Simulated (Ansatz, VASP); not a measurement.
One calculation of TiO2, two programs

```
Ti O
1.0
     4.42670    0.00000    0.00000
     0.00000    4.42670    0.00000
     0.00000    0.00000    3.12190
Ti O
2 4
Direct
  0.00000 0.00000 0.00000
  0.50000 0.50000 0.50000
  0.30510 0.30510 0.00000
  0.19490 0.80510 0.50000
  0.69490 0.69490 0.00000
  0.80510 0.19490 0.50000
```

Alike in both runs: task single point; functional PBE; k mesh 6 × 6 × 10; occupations gaussian, width 0.05 eV; no spin polarisation.

```csv
,VASP,Ansatz
version,VASP 6.6.1,Ansatz 0.2.0
potentials or method,"VASP PAW PBE potentials, release 64 (Ti_sv, O)","scalar-relativistic, plane waves, PAW"
plane-wave cutoff (eV),520,520
valence electrons in the cell,48,48
```

|  | VASP | Ansatz | Ansatz less VASP |
| --- | --- | --- | --- |
| gap on the k mesh at the Fermi level (eV) | 1.88 | 1.92 | +0.036 |
| least direct gap on the mesh (eV) | 1.88 | 1.92 | +0.036 |
| pressure (GPa) | 8.2 | 7.6 | -0.65 |
| largest component of the traceless stress (GPa) | 14.49 | 14.59 | +0.097 |
| rms of the force components (eV/Å) | 0.023 | 0.026 | +0.0026 |

Atom by atom the forces differ by 0.003 eV/Å (rms over components). The functional is the same, so the differences come from potentials, cutoffs and numerics.

A k mesh can miss the band edges.
